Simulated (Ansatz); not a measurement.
Runs of Ansatz 0.2.0 on SnO2. It takes space group Pnnm (No. 58, orthorhombic). The conventional cell has a = 4.788 Å, b = 4.867 Å, c = 3.241 Å, α = 90.00°, β = 90.00°, γ = 90.00°. Sn (site symmetry 2/m) is surrounded by 6 O at 2.09 to 2.10 Å. O (site symmetry m) has 3 Sn at 2.09 to 2.10 Å as nearest neighbours. The cell is a database's computed one.

```csv
task,level,cell,k mesh,cutoff (eV),basis error allowed,gap on the mesh (eV),pressure (GPa),relaxed volume (Å³/atom),largest force (eV/Å)
relaxation of cell and atoms,LDA,relaxed,5 × 5 × 6,-,0.002 eV/atom,1.16,0.0,11.86,-
band structure,LDA,as given,6 × 6 × 8,365,0.002 eV/atom,(a),-11.1,-,0.17
band structure,PBEsol,as given,6 × 6 × 8,365,0.002 eV/atom,0.73,-6.3,-,0.12
relaxation of cell and atoms,PBEsol,relaxed,5 × 5 × 6,-,0.002 eV/atom,0.93,0.0,(b),-
single point,PBEsol,as given,6 × 6 × 8,395,0.001 eV/atom,0.73,-6.3,-,0.12
```

Alike in all rows: potentials or basis all-electron LAPW, scalar-relativistic; no spin polarisation; smearing fermi-dirac 0.05 eV.

Problem. Estimate the missing entries.

Solution. (a) 0.69; (b) 12.18.

Caveats: spin-orbit coupling is left out, which moves the levels of the heavy elements; the k mesh is thin for a metal, which can move the energy by tens of meV per atom (some runs); an odd mesh through Γ misses points on the zone boundary, where band edges often lie (some runs).

A k mesh can miss the band edges, and the runs leave out spin-orbit coupling on Sn.

Not every run made on this cell is shown here.
